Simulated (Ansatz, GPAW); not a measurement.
## One calculation of V, 3 ways

```
V
1.0
    -1.51435    1.51435    1.51435
     1.51435   -1.51435    1.51435
     1.51435    1.51435   -1.51435
V
1
Direct
  0.00000 0.00000 0.00000
```

Alike in all runs: task single point; functional PBE; k mesh 12 × 12 × 12; occupations gaussian, width 0.012 eV; collinear spin, ferromagnetic start; no spin-orbit coupling. Pressure is positive in compression and, in plane waves, holds the error of the finite cutoff, which Ansatz's Pulay term estimates and takes out.

```csv
program and potentials,plane-wave cutoff (eV),notes,band gap (eV),pressure (GPa),net moment per atom (μB)
"Ansatz, Ansatz PAW",420,Pulay term of +0.08 GPa included,no gap,-5.19,0.12
"GPAW, GPAW PAW data sets (gpaw-data 1.2.1)",600,-,no gap,-4.17,0.10
"Ansatz, all-electron LAPW, scalar-relativistic",-,-,no gap,-5.25,0.12
```

None finds a gap. The pressure spans -5.25 (Ansatz, all-electron LAPW, scalar-relativistic) to -4.17 GPa (GPAW, GPAW PAW data sets (gpaw-data 1.2.1)), with all-electron results at -5.25. The net moment per atom spans 0.10 (GPAW, GPAW PAW data sets (gpaw-data 1.2.1)) to 0.12 μB (Ansatz, all-electron LAPW, scalar-relativistic), with all-electron results at 0.12. The state is the one that the start led to, which needn't be the lowest.

Differences between rows come from potentials, basis sets and numerical settings, since the functional is the same but for its coding. Runs on potential files found faulty are left out.
